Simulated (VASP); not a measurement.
Wanted: the native input for a VASP 6.6.1 run.

| Item | Value |
| --- | --- |
| Task | single point |
| Functional | PBE |
| Potentials or basis | VASP PAW PBE potentials, release 64 (K_sv, Mg, F) |
| Cutoff | 520 eV |
| k mesh | 6 × 6 × 6 |
| Occupations | gaussian, width 0.05 eV |
| Spin | no spin polarisation |
| Dipole correction | no |
| Further INCAR settings | ALGO = Normal; EDIFF = 1e-06; NBANDS = 24 |

The structure of KMgF3 lies in POSCAR:

```
KMgF3
1.0
    4.1054770000      0.0000000000      0.0000000000
    0.0000000000      4.1054770000      0.0000000000
    0.0000000000      0.0000000000      3.9859000000
K Mg F
1 1 3
Direct
    0.5000000000      0.5000000000      0.5000000000
    0.0000000000      0.0000000000      0.0000000000
    0.5000000000      0.0000000000      0.0000000000
    0.0000000000      0.5000000000      0.0000000000
    0.0000000000      0.0000000000      0.5000000000
```

The cell isn't the ideal one: strain +0.030 along x and y, +0.000 along z, atoms carried along.

The input as run:

INCAR

```
  PREC = Accurate
  ENCUT = 520
  EDIFF = 1E-6
  ISMEAR = 0
  SIGMA = 0.05
  LREAL = F
  LASPH = T
  NELM = 100
  ALGO = Normal
  ISIF = 2
  LWAVE = F
  LCHARG = F
  GGA = PE
  NBANDS = 24
```

KPOINTS

```
regular mesh
0
Gamma
  6 6 6
```

Potentials or basis: VASP PAW PBE potentials, release 64 (K_sv, Mg, F).

Run with:

```console
$ cat potpaw_PBE.64/K_sv/POTCAR potpaw_PBE.64/Mg/POTCAR potpaw_PBE.64/F/POTCAR > POTCAR
$ mpirun -np 1 vasp_std > vasp.out
```

Results of the run:

```yaml
Pressure: -0.9 GPa
Band_gap_on_the_k_mesh: 6.86 eV, indirect (least direct gap 7.19 eV)
```

It took 36 s on 1 thread of Intel(R) Xeon(R) Platinum 8488C (Sapphire Rapids), with other jobs on the host, peak memory 0.21 GiB.
